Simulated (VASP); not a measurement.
Wanted: the native input for a VASP 6.6.1 run.

```
Task                   : relaxation of the atoms
Functional             : r2SCAN
Potentials or basis    : VASP PAW PBE potentials, release 64 (B, P)
Cutoff                 : 600 eV
k mesh                 : 10 × 10 × 10
Occupations            : gaussian, width 0.03 eV
Spin                   : no spin polarisation
Further INCAR settings : ALGO = Normal; EDIFF = 1e-07; IBRION = 2; EDIFFG = -0.01; NSW = 40
```

The structure of BP lies in POSCAR:

```
BP                                      
1.0
    0.0000000000      2.2810257932      2.2810257932
    2.2810257932      0.0000000000      2.2810257932
    2.2810257932      2.2810257932      0.0000000000
  B               P             
     1     1
Direct
     0.0000000000000000    0.0000000000000000    0.0000000000000000
     0.2500000000000000    0.2500000000000000    0.2500000000000000
```

The cell isn't the ideal one: a relaxed cell with its volume scaled by 1.02.

The input as run:

INCAR

```
SYSTEM = BP
PREC = Accurate
ENCUT = 600
EDIFF = 1E-7
ISMEAR = 0
SIGMA = 0.03
LREAL = .FALSE.
LASPH = .TRUE.
NELM = 80
ALGO = Normal
ISIF = 2
LWAVE = .FALSE.
LCHARG = .FALSE.
METAGGA = R2SCAN
LMIXTAU = .TRUE.
IBRION = 2
NSW = 40
EDIFFG = -0.01
```

KPOINTS

```
Automatic mesh
0
G
  10 10 10
  0 0 0
```

Potentials or basis: VASP PAW PBE potentials, release 64 (B, P).

Launch:

```sh
$ cat potpaw_PBE.64/B/POTCAR potpaw_PBE.64/P/POTCAR > POTCAR
$ mpirun -np 1 vasp_std > vasp.out
```

It gave:

| Property | Result |
| --- | --- |
| Pressure after relaxing | -3.2 GPa |
| Band gap on the k mesh | 1.47 eV, indirect (least direct gap 3.62 eV) |

Caveat: the relaxation stopped at its first step, so nothing moved; the PAW data sets were made with another functional, which shifts forces and pressure a little.

It took 33 s on 1 thread of Intel(R) Xeon(R) 6975P-C (Granite Rapids), with other jobs on the host, peak memory 0.16 GiB.
